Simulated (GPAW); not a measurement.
Write an ASE script for GPAW 26.7.0 that does the following.

```yaml
Task: single point
Functional: PBE
Potentials_or_basis: GPAW PAW data sets (gpaw-data 1.2.1)
Cutoff: 600 eV
Basis: pw
k_mesh: 8 × 8 × 4
Occupations: fermi-dirac, width 0.05 eV
Spin: no spin polarisation
Maxiter: 120
Convergence: default
```

The structure of SiC (Moissanite) lies in POSCAR:

```
SiC
1.0
    3.0760000000      0.0000000000      0.0000000000
   -1.5380000000      2.6638941420      0.0000000000
    0.0000000000      0.0000000000      5.0480000000
Si C
2 2
Direct
    0.6666666667      0.3333333333      0.5000000000
    0.3333333333      0.6666666667      0.0000000000
    0.6666666667      0.3333333333      0.8850000000
    0.3333333333      0.6666666667      0.3850000000
```

The input as run:

run.py

```python
from ase.dft.bandgap import bandgap
from ase.io import read, write
from ase.units import GPa
from gpaw import GPAW, PW

atoms = read('POSCAR')

calc = GPAW(mode=PW(600),
            xc='PBE',
            kpts={'size': (8, 8, 4), 'gamma': True},
            occupations={'name': 'fermi-dirac', 'width': 0.05},
            nbands=18,
            maxiter=120,
            txt='gpaw.txt')
atoms.calc = calc
energy = atoms.get_potential_energy()
forces = atoms.get_forces()
stress = atoms.get_stress()
calc.write('gs.gpw')
write('result.traj', atoms)
print(f'Energy: {energy:.6f} eV')
print('Forces (eV/A):')
print(forces.round(4))
print('Stress (GPa):', (stress / GPa).round(3))
print('Fermi level:', round(calc.get_fermi_level(), 4), 'eV')
print(f'Gap: {bandgap(calc)[0]:.4f} eV, direct: {bandgap(calc, direct=True)[0]:.4f} eV')
```

Potentials or basis: GPAW PAW data sets (gpaw-data 1.2.1), pw.

The run is started by

```bash
$ OMP_NUM_THREADS=1 python run.py
```

It gave:

| Property | Result |
| --- | --- |
| Pressure | 5.2 GPa |
| Largest force | 0.770 eV/Å |
| Band gap on the k mesh | 2.57 eV, indirect (least direct gap 4.07 eV) |

Caveat: the cutoff is short for stress and forces, so pressures can be off by a GPa or more.

Wall time 38 s on 1 thread of Intel(R) Xeon(R) Processor @ 2.50GHz (Skylake/Cascade Lake) (shared host), peak memory 0.16 GiB.
